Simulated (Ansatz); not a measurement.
# Honeycomb PN bilayer (like faces together) in a perpendicular field, part 2 of 2

Aim: how the honeycomb PN bilayer (like faces together) screens a field along its normal, and what the field does to its bands. A positive field points along +c.

Ansatz 0.2.0; plane-wave DFT, r2SCAN-D4, Ansatz PAW (the session's first sound run).

So far. Step 16 (Same geometry, cutoff 500 eV, functional r2SCAN (run 2)): The dipole is -0.0210 e·Å. Step 17 (Response at this level): The induced dipole is that of a conductor 5.81 Å thick.

## 18. Same geometry, cutoff 420 eV, functional HSE06

This step: plane-wave DFT, HSE06, Ansatz PAW (Ansatz 0.2.0).

The geometry is kept and the functional is HSE06; other changes against the main runs: SCF threshold 1.0e-10 → 1.0e-09 eV, cutoff 500 → 420, k-mesh 18×18×1 → 12×12×1 and no dispersion term, which doesn't act on the electrons.

File input.yaml:

```yaml
crystal:
  lattice:
    - [2.7096501663, 0.0, 0.0]
    - [-1.3548250831, 2.3466258794, 0.0]
    - [0.0, 0.0, 23.548299378]
  atoms:
    - { symbol: "N", position: [0.6666666667, 0.3333333333, 0.3821932045] }
    - { symbol: P, position: [0.3333333333, 0.6666666667, 0.4181204671] }
    - { symbol: "N", position: [0.0, 0.0, 0.6178067955] }
    - { symbol: P, position: [0.6666666667, 0.3333333333, 0.5818869923] }
kpoints:
  mp_grid: { grid: [12, 12, 1] }
hamiltonian:
  xc: hse06
scf:
  occupations: { method: fermi_dirac, width: 0.05 }
  convergence: { dr2_threshold: 1.0e-09 }
efield:
  axis: 3
  dipole_correction: true
  ramp_position: 0.9325
  ramp_width: 0.135
  amplitude: 0.1
output:
  write_potential: true
  write_density: true
  volumetric_format: npy
```

On the command line:

```sh
$ ansatz run input.yaml --threads 2 --pin off --max-ram 3072MiB --backend cpu --events-out ev --progress --plain --runs-dir out
```

The job ended after 94 s (2 threads of Arm Neoverse V1, shared host; peak memory 2.1 GiB).

The dipole is 0.0196 e·Å.

## 19. Same geometry, cutoff 420 eV, functional HSE06 (run 2)

Changes to input.yaml since step 18:

```diff
@@ -22,3 +22,3 @@
   ramp_width: 0.135
-  amplitude: 0.1
+  amplitude: -0.1
 output:
```

Elapsed: 95 s, on 2 threads; peak memory 2 GiB; 3.1 min of CPU time.

The dipole is -0.0207 e·Å.

## 20. Side by side

Times are for 2 threads of Arm Neoverse V1, shared host. Results by setting:

```
no.  functional     field  dipole along the normal (e·Å)   time  memory (GiB)
  1         lda   0.1 V/Å                        0.02021  3.9 s          0.33
  2         lda  -0.1 V/Å                       -0.02167  3.9 s          0.33
  3         pbe   0.1 V/Å                        0.02006  4.1 s          0.34
  4         pbe  -0.1 V/Å                       -0.02144  4.1 s          0.34
  5      r2scan   0.1 V/Å                        0.01981  8.6 s          0.56
  6      r2scan  -0.1 V/Å                       -0.02100  9.5 s          0.57
  7       hse06   0.1 V/Å                        0.01962   94 s           2.1
  8       hse06  -0.1 V/Å                       -0.02068   95 s           2.0
```

## 21. Response at this level

This step: plane-wave DFT, HSE06, Ansatz PAW; response to a field along the normal, atoms held (Ansatz 0.2.0).

The induced dipole is that of a conductor 5.74 Å thick.

## 22. The same run with other settings

This step: plane-wave DFT, r2SCAN-D4, Ansatz PAW (Ansatz 0.2.0).

A run with a changed input: it repeats the earlier run at 0.1 V/Å with scf.mixing.algorithm to anderson, scf.mixing.beta to 0.3, scf.mixing.ndim to 4 and kpoints.mp_grid.shift to [0.5, 0.5, 0.0].

input.yaml, the sections that differ from step 19:

```yaml
kpoints:
  mp_grid: { grid: [18, 18, 1], shift: [0.5, 0.5, 0.0] }
  band_path:
    path: [[0, 0, 0], [0.5, 0, 0], [0.33333333, 0.33333333, 0], [0, 0, 0]]
    npoints: 16
hamiltonian:
  xc: r2scan
  dispersion: d4
scf:
  occupations: { method: fermi_dirac, width: 0.05 }
  convergence: { dr2_threshold: 1.0e-10 }
  mixing: { algorithm: anderson, beta: 0.3, ndim: 4 }
efield:
  axis: 3
  dipole_correction: true
  ramp_position: 0.9325
  ramp_width: 0.135
  amplitude: 0.1
# crystal, output: as in step 19
```

Run time: 42 s. Hardware: 2 threads; peak memory 0.79 GiB.

This step gave:

```yaml
dipole_along_the_normal: 0.01981 e·Å
gap_along_the_path: 1.651 eV
smallest_direct_gap_along_the_path: 2.607 eV
gap_the_smaller_of_path_and_mesh: 1.651 eV
```

Deep bands are left out, so band numbers here count from the lowest band kept and differ from the log's. Electronic bands along the path, in eV, zero at the Fermi level of the run, which the smearing sets inside the gap; v1 is the highest filled band, c1 the lowest empty one:

| point | v4 | v3 | v2 | v1 | c1 | c2 | c3 | c4 |
| --- | --- | --- | --- | --- | --- | --- | --- | --- |
| Γ | -3.88 | -3.88 | -2.58 | -1.52 | 4.02 | 4.68 | 5.85 | 6.05 |
| halfway | -5.27 | -5.12 | -1.81 | -0.93 | 2.76 | 2.93 | 6.11 | 6.95 |
| M | -5.45 | -5.27 | -2.68 | -2.37 | 0.77 | 0.95 | 5.16 | 5.65 |
| halfway | -5.01 | -4.84 | -2.43 | -2.15 | 1.66 | 1.86 | 5.86 | 6.00 |
| K | -4.48 | -4.32 | -2.17 | -2.03 | 1.34 | 1.51 | 5.34 | 5.47 |
| halfway | -6.49 | -6.34 | -1.67 | -0.88 | 3.55 | 3.71 | 5.81 | 5.97 |
| Γ | -3.88 | -3.88 | -2.58 | -1.52 | 4.02 | 4.68 | 5.85 | 6.05 |

| quantity | this run | earlier run | difference |
| --- | --- | --- | --- |
| dipole along the normal (e·Å) | 0.01981 | 0.01981 | 1.1e-6 |
| gap along the path (eV) | 1.651 | 1.651 | 0 |
| smallest direct gap along the path (eV) | 2.607 | 2.607 | 0 |

Nothing in the table moves by 0.01 in its unit (for the dipole 0.5 % and 5e-5 e·Å). The run took 13 SCF cycles against 11.

The path shows an indirect gap of 1.65 eV (valence top between K and Γ, conduction bottom at M). The least direct gap is 2.61 eV.

## 23. Varying the input

An input spoilt on purpose, to show how the run answers: it repeats the earlier run at 0.1 V/Å with efield.ramp_width from 0.135 to 0.9, and scf.max_iter set to 75.

Changes to input.yaml since step 22:

```diff
@@ -11,3 +11,3 @@
 kpoints:
-  mp_grid: { grid: [18, 18, 1], shift: [0.5, 0.5, 0.0] }
+  mp_grid: { grid: [18, 18, 1] }
   band_path:
@@ -21,3 +21,3 @@
   convergence: { dr2_threshold: 1.0e-10 }
-  mixing: { algorithm: anderson, beta: 0.3, ndim: 4 }
+  max_iter: 75
 efield:
@@ -26,3 +26,3 @@
   ramp_position: 0.9325
-  ramp_width: 0.135
+  ramp_width: 0.9
   amplitude: 0.1
```

It took 0.29 s on 2 threads; peak memory 0.27 GiB.

The program refused the input before any cycle.

The program's message: “Error: efield: ion 0 (N) at fractional coordinate 0.3822 along the field axis lies inside the sawtooth ramp with 2 of the planes that the density is read on at each end, [0.9214, 0.8436] — the ramp mu …”

The fault put into the input: a ramp so wide that it reaches the atoms.

## 24. Results

| Property | Result |
| --- | --- |
| gap without field | 1.69 eV |
| ionisation energy, upper face | 7.17 eV |
| electron affinity, upper face | 5.48 eV |
| equivalent conductor thickness, atoms held | 5.81 Å |
| equivalent conductor thickness, LDA | 5.96 Å |
| equivalent conductor thickness, PBE | 5.91 Å |
| equivalent conductor thickness, r2SCAN | 5.81 Å |
| equivalent conductor thickness, HSE06 | 5.74 Å |

The induced dipole equals that of a perfect conductor 5.81 Å thick, while the outer atoms lie 5.55 Å apart; an out-of-plane ε follows only once a thickness t is chosen, by 1 − 1/ε = 5.81 Å / t. The gap goes from 1.69 eV to 1.31 eV at 0.5 V/Å. Across the functionals the thickness runs from 5.74 to 5.96 Å; those runs use a coarser k-mesh, so they are to be compared with each other. With the field reversed the gap is 1.52 eV at -0.3 V/Å. Semilocal functionals give gaps that are too small, and excitons are not included.

[Logs are printed without paths, hosts, clocks, repeated set-up lines and the standing remarks that a program may print on its own settings, such as how far it seeks lower states.]

[Hosts, paths, dates, database ids (printed as entryN), source tags and the programs' standing remarks are cut or masked in the printed files.]

[Maps of the electrostatic potential energy from Ansatz leave out the sawtooth potential of an applied field or a dipole correction, so their vacuum need not be flat; planar profiles and work functions include it.]
